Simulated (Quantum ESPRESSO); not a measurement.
# SrO under changes of volume

One of the cells (16.901 Å³/atom); the others are scaled copies at fixed shape and fractional positions:

```
CELL_PARAMETERS angstrom
0.00000 2.56630 2.56630
2.56630 0.00000 2.56630
2.56630 2.56630 0.00000
ATOMIC_POSITIONS crystal
Sr 0.50000 0.50000 0.50000
O 0.00000 0.00000 0.00000
```

| Item | Value |
| --- | --- |
| Program | Quantum ESPRESSO 7.5 |
| Functional | PBE |
| Potentials or basis | SSSP 1.3 efficiency PBE |
| Cutoff | 748 eV |
| Density cutoff | 5987 eV |
| k mesh | 9 × 9 × 9 |
| Occupations | fermi-dirac, width 0.05 eV |
| Spin | no spin polarisation |

```tsv
volume (Å³/atom)	energy over the lowest point (meV/atom)	pressure (GPa)	gap on the mesh (eV)
15.887	?	?	?
16.225	29.39	7.7	3.35
16.563	15.51	5.3	3.36
16.901	6.29	3.2	3.37
17.239	1.25	1.4	3.38
17.577	0.00	-0.3	3.38
17.915	2.12	-1.9	3.39
```

Question: What does the run at 15.887 Å³/atom give?

Answer: Energy over the lowest point 48.47 meV/atom; pressure 10.3 GPa; gap on the mesh 3.33 eV.

Worked out: A Birch-Murnaghan fit of order 3 (a polynomial in V^(-2/3)) to the other rows has its minimum at 17.53 Å³/atom with B0 = V·E''(V) = 85 GPa and B' = 4.5. It gives 48.46 meV/atom at 15.887 Å³/atom, against the run's 48.47, and -dE/dV = 10.4 GPa, against 10.3. A straight line through the other rows of the gap, of slope 0.39 eV per unit of ln V, extrapolates to 3.34 eV, against the run's 3.33.

Energies are extrapolated to zero smearing.

Caveats: an odd mesh through Γ misses points on the zone boundary, where band edges often lie. Spin-orbit coupling on Sr is left out.
